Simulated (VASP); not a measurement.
A run of VASP 6.6.1 is set up as follows.

INCAR

```
SYSTEM = LaB6
PREC = Accurate
ENCUT = 520
EDIFF = 1E-6
ISMEAR = -1
SIGMA = 0.17
LREAL = .False.
LASPH = .True.
NELM = 100
ALGO = Fast
ISIF = 2
LWAVE = .False.
LCHARG = .False.
GGA = PS
NBANDS = 42
```

File KPOINTS:

```
Automatic mesh
0
Gamma
  3 3 3
  0 0 0
```

The input POSCAR:

```
LaB6
1.0
    0.0000000000      4.2866550000      4.2866550000
    4.2866550000      0.0000000000      4.2866550000
    4.2866550000      4.2866550000      0.0000000000
La B
2 12
Direct
   -0.0013647004     -0.0120956783      0.0689698611
    0.4944064778      0.5287922634      0.5336445317
    0.0875391185      0.4086986240      0.4910938716
    0.3811946611      0.1332624156      0.1885736081
    0.4151605389      0.3878665300      0.1843512016
    0.1050352781      0.1052685602      0.4539553568
    0.1190322058      0.4170501242      0.1545377456
    0.4136442051      0.1072981147      0.4783799956
    0.5899938297      0.9015654397      1.0126077326
    0.8987427260      0.6218135119      0.6736021443
    0.9395087778      0.9076191109      0.6702078894
    0.5671088529      0.6099861080      0.9896760994
    0.5807675215      0.9319037805      0.6819886368
    0.8911144004      0.6080032100      0.9800648758
```

Potentials or basis: VASP PAW PBE potentials, release 64 (La, B).

Run with:

```bash
$ cat potpaw_PBE.64/La/POTCAR potpaw_PBE.64/B/POTCAR > POTCAR
$ mpirun -np 1 vasp_std > vasp.out
```

Problem. Estimate the largest force.

Solution. 5.015 eV/Å.

Problem. Predict the pressure.

Solution. -13.2 GPa.

Forces on the atoms (eV/Å):
```
La   0.443  0.208  0.292
La   0.428  0.810 -0.260
B   -1.549 -0.243  0.395
B   -4.194  1.383 -0.612
B    1.795 -0.905  0.032
B    2.073  0.741  1.854
B    1.600 -0.132 -1.286
B    0.961 -2.704 -0.481
B   -1.421 -1.342  0.597
B    0.914 -0.386 -0.379
B   -0.059 -1.257 -4.854
B   -0.243  0.424  4.095
B   -0.775  3.396 -0.347
B    0.025  0.007  0.957
```

Caveat: the k mesh is coarse (spacing up to 0.42 Å⁻¹), so the values aren't converged; the PAW data sets were made with another functional, which shifts forces and pressure a little. Spin-orbit coupling is left out, which matters for the levels of La.
